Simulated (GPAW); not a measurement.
Crystal: Te.

```xyz
3
Lattice="4.4540 0.0000 0.0000 -2.2270 3.8573 0.0000 0.0000 0.0000 5.9240" Properties=species:S:1:pos:R:3 pbc="T T T"
Te    1.6279    2.8197    0.0000
Te   -0.5991    1.0376    3.9493
Te    1.1981    0.0000    1.9747
```

| Property | Result |
| --- | --- |
| Program | GPAW 26.7.0 |
| Task | relaxation of cell and atoms |
| Functional | PBE |
| Potentials or basis | GPAW PAW data sets (gpaw-data 1.2.1) |
| Cutoff | 600 eV |
| Basis | pw |
| k mesh | 7 × 7 × 5 |
| Occupations | fermi-dirac, width 0.05 eV |
| Spin | no spin polarisation |

At the start: pressure 1.1 GPa; volume 33.93 Å³/atom.

How do energy, volume and symmetry change on relaxing?

Over 3 steps the energy falls by 2.4 meV/atom and the volume is 34.49 Å³/atom (+1.7 %); space group P3_121 (No. 152, to 0.05 Å).

The path:
```tsv
step	energy change (eV)	largest force (eV/Å)	pressure (GPa)	volume (Å³)
1	0.0000	0.1110	1.08	101.78
2	-0.0025	0.0843	0.87	102.11
3	-0.0073	0.0168	0.08	103.48
```

Final structure:
```cif
data_structure
_symmetry_space_group_name_H-M 'P 1'
_symmetry_Int_Tables_number 1
_cell_length_a 4.4769
_cell_length_b 4.4769
_cell_length_c 5.9617
_cell_angle_alpha 90.000
_cell_angle_beta 90.000
_cell_angle_gamma 120.000
_cell_volume 103.48
loop_
_atom_site_label
_atom_site_type_symbol
_atom_site_fract_x
_atom_site_fract_y
_atom_site_fract_z
_atom_site_occupancy
Te1 Te 0.72928 0.72928 0.00000 1
Te2 Te 0.00000 0.27072 0.66667 1
Te3 Te 0.27072 0.00000 0.33333 1
```

Caveat: later steps reuse the first step's grids.
